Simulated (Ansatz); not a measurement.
Set up this calculation in Ansatz 0.2.0, as the native input.

```
Task                : single point
Functional          : PBE
Potentials or basis : all-electron LAPW, scalar-relativistic
Cutoff              : 356 eV (chosen from the basis error)
Basis error allowed : 0.001 eV/atom
k mesh              : 10 × 10 × 5
Occupations         : fermi-dirac, width 0.05 eV
Spin                : no spin polarisation
```

The system is SiC (Moissanite).

```
Si C
1.0
     3.07600    0.00000    0.00000
    -1.53800    2.66389    0.00000
     0.00000    0.00000    5.04800
Si C
2 2
Direct
  0.66667 0.33333 0.50000
  0.33333 0.66667 0.00000
  0.66667 0.33333 0.88500
  0.33333 0.66667 0.38500
```

These files were run (other wordings do the same):

input.yaml

```yaml
crystal:
  lattice:
    - [3.076, 0.0, 0.0]
    - [-1.538, 2.663894142, 0.0]
    - [0.0, 0.0, 5.048]
  atoms:
    - { symbol: Si, position: [0.6666666667, 0.3333333333, 0.5] }
    - { symbol: Si, position: [0.3333333333, 0.6666666667, 0.0] }
    - { symbol: C, position: [0.6666666667, 0.3333333333, 0.885] }
    - { symbol: C, position: [0.3333333333, 0.6666666667, 0.385] }
kpoints:
  mp_grid: { grid: [10, 10, 5] }
scf:
  occupations: { method: fermi_dirac, width: 0.05 }
hamiltonian:
  xc: pbe
  pseudopotentials: { kind: all_electron, lapw: { basis_error: 0.001 } }
output:
  forces: true
  stress: true
  eigenvalues: true
  populations: true
```

Potentials or basis: all-electron LAPW, scalar-relativistic.

The run is started by

```bash
$ ansatz run input.yaml --threads 2 --pin off --max-ram 6144MiB --backend cpu --events-out ev --progress --plain --runs-dir out
```

Results of the run:

| Quantity | Value |
| --- | --- |
| Pressure | 3.7 GPa |
| Largest force | 0.752 eV/Å |
| Band gap on the k mesh | 2.48 eV, indirect (least direct gap 4.08 eV) |
| Loewdin charges | Si +1.07; C -1.00 e |

Caveat: an odd mesh through Γ misses points on the zone boundary, where band edges often lie.

It took 6.7 s on 2 threads of Intel(R) Xeon(R) 6975P-C (Granite Rapids) (shared host), peak memory 0.38 GiB.
